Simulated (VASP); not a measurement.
Crystal: CO2.

```xyz
6
Lattice="-1.7759 1.7759 2.9592 1.7759 -1.7759 2.9592 1.7759 1.7759 -2.9592" Properties=species:S:1:pos:R:3 pbc="T T T"
C     0.0000    0.0000    0.0000
C     0.0000    1.7759    1.4796
O     0.7601    0.8880    0.7398
O    -0.8880    1.0158    2.2194
O     1.0158    0.8880    3.6990
O     2.6639    0.7601   -0.7398
```

| Property | Result |
| --- | --- |
| Program | VASP 6.6.1 |
| Task | relaxation of cell and atoms |
| Functional | LDA |
| Potentials or basis | VASP PAW LDA potentials, release 64 (C, O) |
| Cutoff | 600 eV |
| k mesh | 12 × 12 × 12 |
| Occupations | gaussian, width 0.03 eV |
| Spin | no spin polarisation |

At the start: pressure 21.7 GPa; volume 6.22 Å³/atom.

Task: How do energy, volume and symmetry change on relaxing?

Result: Over 12 steps the energy falls by 140.5 meV/atom and the volume is 7.41 Å³/atom (+19.1 %); space group I-42d (No. 122, to 0.05 Å).

Step by step:
| step | energy change (eV) | largest force (eV/Å) | pressure (GPa) | volume (Å³) |
| --- | --- | --- | --- | --- |
| 1 | 0.0000 | 1.6716 | 21.74 | 37.33 |
| 2 | -0.6515 | 0.7364 | -1.28 | 42.08 |
| 3 | -0.6705 | 0.6032 | -4.77 | 43.10 |
| 4 | -0.7127 | 0.6151 | 9.64 | 42.45 |
| 5 | -0.7272 | 0.2021 | 4.56 | 42.66 |
| 6 | -0.8042 | 0.1223 | 2.72 | 43.44 |
| 7 | -0.8369 | 0.0239 | -0.58 | 44.82 |
| 8 | -0.8430 | 0.0518 | 0.36 | 44.44 |
| 9 | -0.8430 | 0.0499 | 0.29 | 44.48 |
| 10 | -0.8428 | 0.0558 | -0.94 | 44.54 |
| 11 | -0.8431 | 0.0049 | -0.21 | 44.50 |
| 12 | -0.8432 | 0.0009 | -0.09 | 44.45 |

Final structure:
```
C O
1.0
    -1.94042    1.94042    2.95134
     1.94042   -1.94042    2.95134
     1.94042    1.94042   -2.95134
C O
2 4
Direct
  0.00000 0.00000 0.00000
  0.75000 0.25000 0.50000
  0.37500 0.29419 0.41919
  0.70581 0.12500 0.08081
  0.87500 0.95581 0.58081
  0.04419 0.62500 0.91919
```

Caveat: the volume moved by over 15 % at a fixed basis, so the end points are rough; the volume moved by +19 % from the deposited cell, more than functionals usually miss.
